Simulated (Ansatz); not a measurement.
Structure: CdSe (started from an entry of an open crystallographic database), at its r2SCAN minimum. The symmetry is P6_3mc (No. 186, hexagonal); conventional cell a = 4.341 Å, c = 7.077 Å, 28.87 Å³ an atom. Around Cd lie 4 Se at 2.66 Å; around Se lie 4 Cd at 2.66 Å.

```cif
data_structure
_symmetry_space_group_name_H-M 'P 1'
_symmetry_Int_Tables_number 1
_cell_length_a 4.3407
_cell_length_b 4.3407
_cell_length_c 7.0767
_cell_angle_alpha 90.000
_cell_angle_beta 90.000
_cell_angle_gamma 120.000
_cell_volume 115.47
loop_
_atom_site_label
_atom_site_type_symbol
_atom_site_fract_x
_atom_site_fract_y
_atom_site_fract_z
_atom_site_occupancy
Cd1 Cd 0.33333 0.66667 0.00452 1
Cd2 Cd 0.66667 0.33333 0.50452 1
Se1 Se 0.33333 0.66667 0.38048 1
Se2 Se 0.66667 0.33333 0.88048 1
```

The questions ask for values computed with the plane-wave code Ansatz on this geometry. Spin-unpolarised throughout; all numbers are computed.

Given (12×12×4 mesh): r2SCAN gives a direct gap of 1.11 eV at Γ.

(1) What does PBE give for the gap (12×12×4 mesh)?

(2) How does the gap change from r2SCAN to HSE06 (6×6×4)?

(3) Estimate the gap with PBE0 on 6×6×4.

Results:

(1) PBE gives a direct gap of 0.61 eV at Γ. The gap differs by -0.50 eV from r2SCAN's.

(2) The HSE06 gap is direct at Γ: 1.54 eV. The gap differs by +0.43 eV from r2SCAN's.

(3) The PBE0 gap is direct at Γ: 2.14 eV. The gap differs by +1.03 eV from r2SCAN's.

Spin-orbit coupling is left out.

The meshes of the hybrids are coarse, so their gaps aren't converged to the digits shown.
